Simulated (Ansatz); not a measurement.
The system is SiO2.

```
Si O
1.0
     0.00000    4.71626    7.36278
     2.35958    0.00000    7.36278
     2.35958    4.71626    0.00000
Si O
4 8
Direct
  0.93677 0.93677 0.56323
  0.68677 0.68677 0.31323
  0.31323 0.31323 0.68677
  0.56323 0.56323 0.93677
  0.06344 0.43656 0.06344
  0.43656 0.06344 0.43656
  0.81344 0.18656 0.81344
  0.18656 0.81344 0.18656
  0.12500 0.62500 0.62500
  0.62500 0.62500 0.62500
  0.62500 0.62500 0.12500
  0.62500 0.12500 0.62500
```

The cell comes from a database or a generator and needn't be the stable form of this composition.

Base run:

| Item | Value |
| --- | --- |
| Program | Ansatz 0.2.0 |
| Functional | r2SCAN |
| Potentials or basis | Ansatz PAW |
| Cutoff | 500 eV (not typed: the program's choice for these potentials) |
| k mesh | 7 × 7 × 7 |
| Occupations | fermi-dirac, width 0.05 eV |
| Spin | no spin polarisation |

Its results: band gap on the k mesh 6.39 eV, direct; pressure 0.1 GPa; largest force 0.066 eV/Å.

**Question.** The run is repeated on the same cell with these changes: functional from r2SCAN to PBEsol; cutoff from 500 eV (not typed: the program's choice for these potentials) to 420 eV (not typed: the program's choice for these potentials). What comes out?

**Answer.** Band gap on the k mesh 5.69 eV, direct; pressure 2.4 GPa; largest force 0.223 eV/Å.

r2SCAN gives the wider gap, since meta-GGAs in the generalised Kohn-Sham scheme recover part of the derivative discontinuity.

Caveats: the PAW data sets come from PBE, with cores solved anew for the run's functional, which leaves a small shift of forces and pressure.
